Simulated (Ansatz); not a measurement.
# SiMo$_{3}$: reading a single point

```xyz
8
Lattice="4.8533 -0.0144 0.0296 -0.0144 4.9632 -0.0117 0.0296 -0.0117 4.9482" Properties=species:S:1:pos:R:3 pbc="T T T"
Mo    1.2731    0.0408    2.5915
Mo    2.5476    3.5510    4.9449
Mo    3.5735    4.8377    2.5268
Mo    2.3801    1.1280    0.0815
Mo    4.7604    2.5689    3.7297
Mo    4.8354    2.3288    1.3122
Si    4.8684    0.0787    4.9536
Si    2.3894    2.5482    2.4416
```

Level: PBE, no spin polarisation; 420 eV; 4×4×4 (shifted by 0, 0.5, 0.5 steps) mesh; fermi-dirac occupations (width 0.1 eV); Ansatz 0.2.0, fixed geometry.

(1) Where is the largest force?

(2) How is the charge shared?

(3) What happens at the Fermi level?

(4) What does the stress say?

Origin: a strained cell with displaced atoms, so it need not be a known compound. Caveats: the k mesh is coarse if the cell is a metal; atoms or cell far from equilibrium.

Results:

(1) The largest is on Mo5: 2.44 eV/Å, components (1.59, -1.73, 0.67). It makes 100° with the line to a nearest neighbour, Mo6 at 2.43 Å.

(2) Bader charges in e: Si -0.52 to -0.47, Mo +0.17. In the mean Mo gives up most and Si takes most, against the order of Pauling's electronegativities.

(3) It is a metal, with about 4.6 states/eV a cell as the mean within 0.25 eV of the Fermi level, mostly Mo d (87 %).

(4) The pressure is 1.6 GPa (compression positive), so with the atoms held at these fractions the cell would first expand; the forces are large, so a full relaxation may end otherwise. The principal stresses -1.3, -0.5, 6.6 GPa differ, so its shape would change too.
